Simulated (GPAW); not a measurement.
The system is Si.

```xyz
2
Lattice="3.8493 0.0000 0.0000 1.9246 3.3336 0.0000 1.9246 1.1112 3.1429" Properties=species:S:1:pos:R:3 pbc="T T T"
Si    3.8493    2.2224    1.5715
Si    5.7739    3.3336    2.3572
```

Base run:

* Program: GPAW 26.7.0
* Functional: BEEF-vdW
* Potentials or basis: GPAW PAW data sets (gpaw-data 1.2.1)
* Cutoff: 600 eV
* Basis: pw
* k mesh: 8 × 8 × 8
* Occupations: fermi-dirac, width 0.05 eV
* Spin: no spin polarisation

Its results: band gap on the k mesh 0.80 eV, indirect (least direct gap 2.64 eV).

Q: The run is repeated on the same cell with these changes: functional from BEEF-vdW to PBE; potentials or basis from GPAW PAW data sets (gpaw-data 1.2.1) to PAW data sets generated in the run's folder for this functional. What comes out?

A: Band gap on the k mesh 0.62 eV, indirect (least direct gap 2.56 eV).

A k mesh can miss the band edges.
